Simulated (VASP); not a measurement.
# Na2S (Fm-3m) in VASP: a series of runs

Runs on Na2S. Level: PBE. Tasks: single point.

All numbers are computed with VASP 6.6.1; they aren't measurements. Logs are shortened: lines on timing, memory, paths and dates and some standing lists are left out, and cuts for length are marked.

### 1 Starting point

The structure is cubic, space group Fm-3m (No. 225). The conventional cell has a = 6.547 Å, b = 6.547 Å, c = 6.547 Å, α = 90.00°, β = 90.00°, γ = 90.00°. S (site symmetry m-3m) is surrounded by 8 Na at 2.83 Å. Na (site symmetry -43m) is surrounded by 4 S at 2.83 Å.

### 2 Single point, PBE

Input file INCAR:

```
SYSTEM = Na2S
PREC = Accurate
ENCUT = 460
EDIFF = 0.001
ISMEAR = 0
SIGMA = 0.05
LREAL = .FALSE.
LASPH = .TRUE.
NELM = 100
ALGO = Normal
ISIF = 2
LWAVE = .FALSE.
LCHARG = .FALSE.
GGA = PE
NBANDS = 17
ADDGRID = .FALSE.
```

Input file KPOINTS:

```
Automatic mesh
0
G
  6 6 6
  0 0 0
```

Input file POSCAR:

```
Na2S
1.0
    0.0000000000      3.2735000000      3.2735000000
    3.2735000000      0.0000000000      3.2735000000
    3.2735000000      3.2735000000      0.0000000000
S Na
1 2
Direct
    0.0000000000      0.0000000000      0.0000000000
    0.7500000000      0.7500000000      0.7500000000
    0.2500000000      0.2500000000      0.2500000000
```

Potentials or basis: VASP PAW PBE potentials, release 64 (S, Na_pv).

Started as:

```
cat potpaw_PBE.64/S/POTCAR potpaw_PBE.64/Na_pv/POTCAR > POTCAR
mpirun -np 1 vasp_std > vasp.out
```

OUTCAR:

```text
SYSTEM = Na2S
   PREC = Accurate
   ENCUT = 460
   EDIFF = 0.001
   ISMEAR = 0
   LREAL = .FALSE.
   LASPH = .TRUE.
   NELM = 100
   ISIF = 2
   GGA = PE

 Found     16 irreducible k-points:

 Following reciprocal coordinates:
            Coordinates               Weight
  0.000000  0.000000  0.000000      1.000000
  0.166667  0.000000  0.000000      8.000000
  0.333333  0.000000  0.000000      8.000000
  0.500000  0.000000  0.000000      4.000000
  0.166667  0.166667  0.000000      6.000000
  0.333333  0.166667  0.000000     24.000000
   k-points           NKPTS =     16   k-points in BZ     NKDIM =     16   number of bands    NBANDS=     17
   number of dos      NEDOS =    301   number of ions     NIONS =      3
   total plane-waves  NPLWV =  32768
   dimension x,y,z NGX =    32 NGY =   32 NGZ =   32
   dimension x,y,z NGXF=    64 NGYF=   64 NGZF=   64
   ions per type =               1   2
   NGX,Y,Z   is equivalent  to a cutoff of  11.49, 11.49, 11.49 a.u.
   NGXF,Y,Z  is equivalent  to a cutoff of  22.98, 22.98, 22.98 a.u.
 SYSTEM =  Na2S
   PREC   = accura    normal or accurate (medium, high low for compatibility)
   ISTART =      0    job   : 0-new  1-cont  2-samecut
   ICHARG =      2    charge: 1-file 2-atom 10-const
   ISPIN  =      1    spin polarized calculation?
   LNONCOLLINEAR =      F non collinear calculations
   LSORBIT =      F    spin-orbit coupling
   LASPH  =      T    aspherical Exc in radial PAW
   ENCUT  =  460.0 eV  33.81 Ry    5.81 a.u.   8.10  8.10  8.10*2*pi/ulx,y,z
   NELM   =    100;   NELMIN=  2; NELMDL= -5     # of ELM steps
   EDIFF  = 0.1E-02   stopping-criterion for ELM
   LREAL  =      F    real-space projection
   EDIFFG = 0.1E-01   stopping-criterion for IOM
   NSW    =      0    number of steps for IOM
   IBRION =     -1    ionic relax: 0-MD 1-quasi-New 2-CG
   NFREE  =      0    steps in history (QN), initial steepest desc. (CG)
   ISIF   =      2    stress and relaxation
   ISYM   =      2    0-nonsym 1-usesym 2-fastsym
   POTIM  = 0.5000    time-step for ionic-motion
   TEBEG  =    0.0;   TEEND  =   0.0 temperature during run
   PSTRESS=    0.0 pullay stress
   NELECT =      20.0000    total number of electrons
   NUPDOWN=      -1.0000    fix difference up-down
   EMIN   =  10.00;   EMAX   =-10.00  energy-range for DOS
   EFERMI =   0.00;   METHOD = LEGACY
   ISMEAR =     0;   SIGMA  =   0.05  broadening in eV -4-tet -1-fermi 0-gaus
   EFERMI_NEDOS =   21; number of points for ismear=-14 and -15
   IALGO  =     38    algorithm
   IMIX   =      4    mixing-type and parameters
     AMIX     =   0.40;   BMIX     =  1.00
     AMIX_MAG =   1.60;   BMIX_MAG =  1.00
  volume/ion in A,a.u.               =      23.39       157.81
  Fermi-wavevector in a.u.,A,eV,Ry     =   1.077447  2.036079 15.794888  1.160892
  Thomas-Fermi vector in A             =   2.213359
   LORBIT       =      0    0 simple, 1 ext, 2 COOP (PROOUT), +10 PAW based schemes
   GGA     = PE    functional components
   LHFCALC =     F    Hartree Fock is set to
   AEXX    =    0.0000 exact exchange contribution
   IVDW    =     0    specifies the selected vdW correction
   LEPSILON=     F    determine dielectric tensor
   LRPA    =     F    only Hartree local field effects (RPA)
 non-spin polarized calculation
 Gauss-broadening in eV      SIGMA  =   0.05
  energy-cutoff  :      460.00
  volume of cell :       70.16
 maximum number of plane-waves:      1591
   NGX = 17   NGY = 17   NGZ = 17

 number of electron      19.9999980 magnetization

 Free energy of the ion-electron system (eV)
  ---------------------------------------------------
  ext. energy  EPLUGINS =         0.00000000
  ---------------------------------------------------
  free energy    TOTEN  =        -9.97417810 eV

  energy without entropy =       -9.97417810  energy(sigma->0) =       -9.97417810

 E-fermi :   0.4051     XC(G=0):  -7.8503

 val. band max:        0.1218607428   @ k =   0.0000   0.0000   0.0000
 cond. band min:       2.5898944842   @ k =   0.0000   0.0000   0.0000
 fundamental gap:      2.4680337414
 Fermi energy:         0.4051268091

 k-point     1 :       0.0000    0.0000    0.0000
  band No.  band energies     occupation
      1     -22.0590      2.00000
      2     -22.0589      2.00000
      3     -22.0589      2.00000
      4     -22.0055      2.00000
      5     -22.0055      2.00000
      6     -22.0055      2.00000
      7     -10.0267      2.00000
      8       0.1219      2.00000
      9       0.1219      2.00000
     10       0.1219      2.00000
     11       2.5899      0.00000
     12       7.8915      0.00000
     13       7.8915      0.00000
     14       7.8915      0.00000
     15       9.5126      0.00000
     16       9.5126      0.00000
     17      11.3245      0.00000

 k-point     2 :       0.1667    0.0000    0.0000
  band No.  band energies     occupation
      1     -22.0564      2.00000
      2     -22.0554      2.00000
      3     -22.0554      2.00000
      4     -22.0110      2.00000
      5     -22.0093      2.00000
      6     -22.0093      2.00000
      7      -9.9683      2.00000
      8      -0.4559      2.00000
      9       0.0880      2.00000
     10       0.0880      2.00000
     11       3.3493      0.00000
     12       7.5088      0.00000
     13       7.9872      0.00000
     14       7.9872      0.00000
     15       9.0506      0.00000
     16       9.0506      0.00000
     17      10.6673      0.00000

 k-point     3 :       0.3333    0.0000    0.0000
  band No.  band energies     occupation
      1     -22.0498      2.00000
      2     -22.0462      2.00000
      3     -22.0462      2.00000
      4     -22.0240      2.00000
      5     -22.0196      2.00000
      6     -22.0195      2.00000
      7      -9.8476      2.00000
      8      -1.2099      2.00000
      9       0.0232      2.00000
     10       0.0232      2.00000
     11       4.4573      0.00000
     12       6.8457      0.00000
     13       7.5410      0.00000
     14       7.5410      0.00000
     15       9.9068      0.00000
     16       9.9068      0.00000
     17      10.4828      0.00000

 k-point     4 :       0.5000    0.0000    0.0000
  band No.  band energies     occupation
      1     -22.0409      2.00000
      2     -22.0357      2.00000
      3     -22.0338      2.00000
      4     -22.0338      2.00000
      5     -22.0323      2.00000
      6     -22.0323      2.00000
      7      -9.7850      2.00000
      8      -1.5048      2.00000
      9      -0.0078      2.00000
     10      -0.0078      2.00000
     11       4.9287      0.00000
     12       6.4999      0.00000
     13       7.2921      0.00000
     14       7.2921      0.00000
     15      11.2832      0.00000
     16      11.5522      0.00000
     17      11.5540      0.00000

 k-point     5 :       0.1667    0.1667    0.0000
  band No.  band energies     occupation
      1     -22.0615      2.00000
      2     -22.0615      2.00000
      3     -22.0421      2.00000
      4     -22.0255      2.00000
      5     -22.0038      2.00000
      6     -22.0038      2.00000
      7      -9.9491      2.00000
      8      -0.4696      2.00000
      9      -0.0008      2.00000
     10      -0.0008      2.00000
     11       3.5628      0.00000
     12       7.3273      0.00000
     13       7.8226      0.00000
     14       8.2440      0.00000
     15       8.2440      0.00000
     16       9.8766      0.00000
     17      11.9426      0.00000

 k-point     6 :       0.3333    0.1667    0.0000
  band No.  band energies     occupation
      1     -22.0611      2.00000
      2     -22.0601      2.00000
      3     -22.0438      2.00000
      4     -22.0267      2.00000
      5     -22.0070      2.00000
      6     -22.0062      2.00000
      7      -9.8495      2.00000
      8      -1.0072      2.00000
      9      -0.1225      2.00000
     10      -0.0900      2.00000
     11       4.4390      0.00000
     12       6.7761      0.00000
     13       7.1861      0.00000
     14       8.1990      0.00000
     15       8.9949      0.00000
     16      10.5118      0.00000
     17      11.4110      0.00000

 [... further k-points ...]

------------------------ aborting loop because EDIFF is reached ----------------------------------------

  FORCE on cell =-STRESS in cart. coord.  units (eV):
  Direction    XX          YY          ZZ          XY          YZ          ZX
  --------------------------------------------------------------------------------------
  -------------------------------------------------------------------------------------
  Total       -0.0679172     -0.0679172     -0.0679172      0.0000000      0.0000000     -0.0000000
  in kB       -1.5510416     -1.5510416     -1.5510416      0.0000000      0.0000000     -0.0000000
  external PRESSURE =      -1.5510416 kB  Pullay stress =       0.0000000 kB

 VOLUME and BASIS-vectors are now :
 -----------------------------------------------------------------------------
  energy-cutoff  :      460.00
  volume of cell :       70.16
      direct lattice vectors                 reciprocal lattice vectors
     0.000000000  3.273500000  3.273500000    -0.152741714  0.152741714  0.152741714
     3.273500000  0.000000000  3.273500000     0.152741714 -0.152741714  0.152741714
     3.273500000  3.273500000  0.000000000     0.152741714  0.152741714 -0.152741714

 POSITION                                       TOTAL-FORCE (eV/Angst)
 -----------------------------------------------------------------------------------
      0.00000      0.00000      0.00000        -0.000000      0.000000      0.000000
      4.91025      4.91025      4.91025         0.000000      0.000000      0.000000
      1.63675      1.63675      1.63675        -0.000000     -0.000000     -0.000000
 -----------------------------------------------------------------------------------
    total drift:                               -0.000000     -0.000000      0.000000

  FREE ENERGIE OF THE ION-ELECTRON SYSTEM (eV)
  ---------------------------------------------------
  free  energy   TOTEN  =        -9.9741781011 eV

  energy  without entropy=       -9.9741781011  energy(sigma->0) =       -9.97417810
```

It took 5 s on 1 thread of Intel Xeon Platinum 8488C (Sapphire Rapids), shared host; peak memory 0.16 GiB.

The run converged, but some of its settings lie outside the range that counts as converged, so its numbers aren't taken as properties of the crystal.

Results:

| Quantity | Value |
| --- | --- |
| Free energy | -9.9742 eV |
| Pressure | -0.2 GPa |
| Band gap on the k mesh | 2.47 eV, direct |

### 3 Single point, PBE

INCAR: that of step 2 with these lines changed.

```diff
@@ -3,3 +3,3 @@
 ENCUT = 460
-EDIFF = 0.001
+EDIFF = 1E-4
 ISMEAR = 0
```

KPOINTS is that of step 2.

POSCAR is that of step 2.

Potentials or basis: VASP PAW PBE potentials, release 64 (S, Na_pv).

Started as:

```
cat potpaw_PBE.64/S/POTCAR potpaw_PBE.64/Na_pv/POTCAR > POTCAR
mpirun -np 1 vasp_std > vasp.out
```

OUTCAR:

```text
SYSTEM = Na2S
   PREC = Accurate
   ENCUT = 460
   EDIFF = 1E-4
   ISMEAR = 0
   LREAL = .FALSE.
   LASPH = .TRUE.
   NELM = 100
   ISIF = 2
   GGA = PE

 Found     16 irreducible k-points:

 Following reciprocal coordinates:
            Coordinates               Weight
  0.000000  0.000000  0.000000      1.000000
  0.166667  0.000000  0.000000      8.000000
  0.333333  0.000000  0.000000      8.000000
  0.500000  0.000000  0.000000      4.000000
  0.166667  0.166667  0.000000      6.000000
  0.333333  0.166667  0.000000     24.000000
   k-points           NKPTS =     16   k-points in BZ     NKDIM =     16   number of bands    NBANDS=     17
   number of dos      NEDOS =    301   number of ions     NIONS =      3
   total plane-waves  NPLWV =  32768
   dimension x,y,z NGX =    32 NGY =   32 NGZ =   32
   dimension x,y,z NGXF=    64 NGYF=   64 NGZF=   64
   ions per type =               1   2
   NGX,Y,Z   is equivalent  to a cutoff of  11.49, 11.49, 11.49 a.u.
   NGXF,Y,Z  is equivalent  to a cutoff of  22.98, 22.98, 22.98 a.u.
 SYSTEM =  Na2S
   PREC   = accura    normal or accurate (medium, high low for compatibility)
   ISTART =      0    job   : 0-new  1-cont  2-samecut
   ICHARG =      2    charge: 1-file 2-atom 10-const
   ISPIN  =      1    spin polarized calculation?
   LNONCOLLINEAR =      F non collinear calculations
   LSORBIT =      F    spin-orbit coupling
   LASPH  =      T    aspherical Exc in radial PAW
   ENCUT  =  460.0 eV  33.81 Ry    5.81 a.u.   8.10  8.10  8.10*2*pi/ulx,y,z
   NELM   =    100;   NELMIN=  2; NELMDL= -5     # of ELM steps
   EDIFF  = 0.1E-03   stopping-criterion for ELM
   LREAL  =      F    real-space projection
   EDIFFG = 0.1E-02   stopping-criterion for IOM
   NSW    =      0    number of steps for IOM
   IBRION =     -1    ionic relax: 0-MD 1-quasi-New 2-CG
   NFREE  =      0    steps in history (QN), initial steepest desc. (CG)
   ISIF   =      2    stress and relaxation
   ISYM   =      2    0-nonsym 1-usesym 2-fastsym
   POTIM  = 0.5000    time-step for ionic-motion
   TEBEG  =    0.0;   TEEND  =   0.0 temperature during run
   PSTRESS=    0.0 pullay stress
   NELECT =      20.0000    total number of electrons
   NUPDOWN=      -1.0000    fix difference up-down
   EMIN   =  10.00;   EMAX   =-10.00  energy-range for DOS
[... 5 lines left out ...]
     AMIX     =   0.40;   BMIX     =  1.00
     AMIX_MAG =   1.60;   BMIX_MAG =  1.00
  volume/ion in A,a.u.               =      23.39       157.81
  Fermi-wavevector in a.u.,A,eV,Ry     =   1.077447  2.036079 15.794888  1.160892
  Thomas-Fermi vector in A             =   2.213359
   LORBIT       =      0    0 simple, 1 ext, 2 COOP (PROOUT), +10 PAW based schemes
   GGA     = PE    functional components
   LHFCALC =     F    Hartree Fock is set to
   AEXX    =    0.0000 exact exchange contribution
   IVDW    =     0    specifies the selected vdW correction
   LEPSILON=     F    determine dielectric tensor
   LRPA    =     F    only Hartree local field effects (RPA)
 non-spin polarized calculation
 Gauss-broadening in eV      SIGMA  =   0.05
  energy-cutoff  :      460.00
  volume of cell :       70.16
 maximum number of plane-waves:      1591
   NGX = 17   NGY = 17   NGZ = 17

 number of electron      19.9999980 magnetization

 Free energy of the ion-electron system (eV)
  ---------------------------------------------------
  ext. energy  EPLUGINS =         0.00000000
  ---------------------------------------------------
  free energy    TOTEN  =        -9.97528557 eV

  energy without entropy =       -9.97528557  energy(sigma->0) =       -9.97528557

 E-fermi :   0.4217     XC(G=0):  -7.8123

 val. band max:        0.1700855730   @ k =   0.0000   0.0000   0.0000
 cond. band min:       2.6524391718   @ k =   0.0000   0.0000   0.0000
 fundamental gap:      2.4823535988
 Fermi energy:         0.4216967843

 k-point     1 :       0.0000    0.0000    0.0000
  band No.  band energies     occupation
      1     -22.0698      2.00000
      2     -22.0698      2.00000
      3     -22.0698      2.00000
      4     -22.0164      2.00000
      5     -22.0164      2.00000
      6     -22.0164      2.00000
[... 9 lines left out ...]
     16       9.5259      0.00000
     17      11.3826      0.00000

 k-point     2 :       0.1667    0.0000    0.0000
  band No.  band energies     occupation
      1     -22.0673      2.00000
      2     -22.0662      2.00000
      3     -22.0662      2.00000
      4     -22.0219      2.00000
      5     -22.0202      2.00000
      6     -22.0202      2.00000
[... 9 lines left out ...]
     16       9.0726      0.00000
     17      10.7400      0.00000

 k-point     3 :       0.3333    0.0000    0.0000
  band No.  band energies     occupation
      1     -22.0606      2.00000
      2     -22.0570      2.00000
      3     -22.0570      2.00000
      4     -22.0348      2.00000
      5     -22.0305      2.00000
      6     -22.0305      2.00000
[... 9 lines left out ...]
     16       9.9290      0.00000
     17      10.5378      0.00000

 k-point     4 :       0.5000    0.0000    0.0000
  band No.  band energies     occupation
      1     -22.0517      2.00000
      2     -22.0466      2.00000
      3     -22.0447      2.00000
      4     -22.0447      2.00000
      5     -22.0432      2.00000
      6     -22.0431      2.00000
[... 9 lines left out ...]
     16      11.5774      0.00000
     17      11.5775      0.00000

 k-point     5 :       0.1667    0.1667    0.0000
  band No.  band energies     occupation
      1     -22.0723      2.00000
      2     -22.0723      2.00000
      3     -22.0530      2.00000
      4     -22.0363      2.00000
      5     -22.0147      2.00000
      6     -22.0147      2.00000
[... 9 lines left out ...]
     16       9.8901      0.00000
     17      11.9941      0.00000

 k-point     6 :       0.3333    0.1667    0.0000
  band No.  band energies     occupation
      1     -22.0719      2.00000
      2     -22.0709      2.00000
      3     -22.0546      2.00000
      4     -22.0376      2.00000
      5     -22.0179      2.00000
      6     -22.0171      2.00000
[... 9 lines left out ...]
     16      10.5303      0.00000
     17      11.4703      0.00000

 [... further k-points ...]
[... 5 lines left out ...]
  --------------------------------------------------------------------------------------
  -------------------------------------------------------------------------------------
  Total        0.1646022      0.1646022      0.1646022      0.0000000      0.0000000      0.0000000
  in kB        3.7590604      3.7590604      3.7590604      0.0000000      0.0000000      0.0000000
  external PRESSURE =       3.7590604 kB  Pullay stress =       0.0000000 kB

 VOLUME and BASIS-vectors are now :
 -----------------------------------------------------------------------------
  energy-cutoff  :      460.00
  volume of cell :       70.16
      direct lattice vectors                 reciprocal lattice vectors
     0.000000000  3.273500000  3.273500000    -0.152741714  0.152741714  0.152741714
     3.273500000  0.000000000  3.273500000     0.152741714 -0.152741714  0.152741714
     3.273500000  3.273500000  0.000000000     0.152741714  0.152741714 -0.152741714

 POSITION                                       TOTAL-FORCE (eV/Angst)
 -----------------------------------------------------------------------------------
      0.00000      0.00000      0.00000        -0.000000     -0.000000     -0.000000
      4.91025      4.91025      4.91025        -0.000000     -0.000000     -0.000000
      1.63675      1.63675      1.63675         0.000000      0.000000      0.000000
 -----------------------------------------------------------------------------------
    total drift:                               -0.000000     -0.000000      0.000000

  FREE ENERGIE OF THE ION-ELECTRON SYSTEM (eV)
  ---------------------------------------------------
  free  energy   TOTEN  =        -9.9752855713 eV

  energy  without entropy=       -9.9752855713  energy(sigma->0) =       -9.97528557
```

stdout:

```text
POSCAR found type information on POSCAR S Na
 POSCAR found :  2 types and       3 ions
 scaLAPACK will be used
 LDA part: xc-table for (Slater+PW92), standard interpolation
 POSCAR, INCAR and KPOINTS ok, starting setup
 FFT: planning ... GRIDC
 FFT: planning ... GRID_SOFT
 FFT: planning ... GRID
 WAVECAR not read
 entering main loop
```

Run time: 6.3 s. Hardware: 1 thread of Intel Xeon Platinum 8488C (Sapphire Rapids), shared host; peak memory 0.16 GiB.

These settings aren't checked as converged: the numbers below hold their error.

What came out:

| Quantity | Value |
| --- | --- |
| Free energy | -9.9753 eV |
| Pressure | 0.4 GPa |
| Band gap on the k mesh | 2.48 eV, direct |

### 4 For comparison

An earlier run on the cell as given: functional PBE; potentials or basis VASP PAW PBE potentials, release 64 (S, Na_pv); cutoff 520 eV; k mesh 7 × 7 × 7; occupations fermi-dirac, width 0.05 eV; no spin polarisation.

- Pressure: 0.3 GPa
- Band gap on the k mesh: 2.48 eV, direct
